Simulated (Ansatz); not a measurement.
**Si2Mo: band structure with LDA**

Crystal: Si2Mo.

```
Mo Si
1.0
    -1.60000    1.60000    3.93050
     1.60000   -1.60000    3.93050
     1.60000    1.60000   -3.93050
Mo Si
1 2
Direct
  0.00000 0.00000 0.00000
  0.66700 0.66700 0.00000
  0.33300 0.33300 0.00000
```

| Property | Result |
| --- | --- |
| Program | Ansatz 0.2.0 |
| Task | band structure |
| Functional | LDA |
| Potentials or basis | all-electron LAPW, scalar-relativistic |
| Cutoff | 205 eV (chosen from the basis error) |
| Basis error allowed | 0.002 eV/atom |
| k mesh | 12 × 12 × 12 |
| Occupations | fermi-dirac, width 0.05 eV |
| Spin | no spin polarisation |

The pressure is -6.1 GPa. The largest force is 0.375 eV/Å and the band gap along the path is none (metal or under the smearing width).

Forces on the atoms (eV/Å):
```
Mo   0.000  0.000  0.000
Si   0.000  0.000 -0.375
Si   0.000  0.000  0.375
```

Stress tensor (GPa, compression positive):
```
-5.42  0.00  0.00
 0.00 -5.42  0.00
 0.00  0.00 -7.32
```

Levels at the corners of the path, in eV from the Fermi level:
```csv
point,band 21,band 22,band 23,band 24,band 25,band 26,band 27,band 28
Γ,-3.05,-2.65,-2.65,0.41,3.02,3.19,3.62,3.62
X,-5.29,-4.49,-3.06,-1.10,2.27,2.67,2.98,3.25
Y,-4.49,-3.89,-2.93,-1.69,1.75,1.92,2.54,4.69
S,-2.80,-2.41,-2.32,-0.43,1.48,3.08,3.56,4.45
Γ,-3.05,-2.65,-2.65,0.41,3.02,3.19,3.62,3.62
Z,-2.30,-0.60,-0.60,-0.52,-0.52,0.55,4.56,5.02
S1,-2.80,-2.41,-2.32,-0.43,1.48,3.08,3.56,4.45
N,-4.43,-2.63,-2.50,-0.52,2.22,3.00,3.97,4.23
```

Run time: 23 s on 2 threads of Arm Neoverse V2 (shared host), peak memory 0.58 GiB.
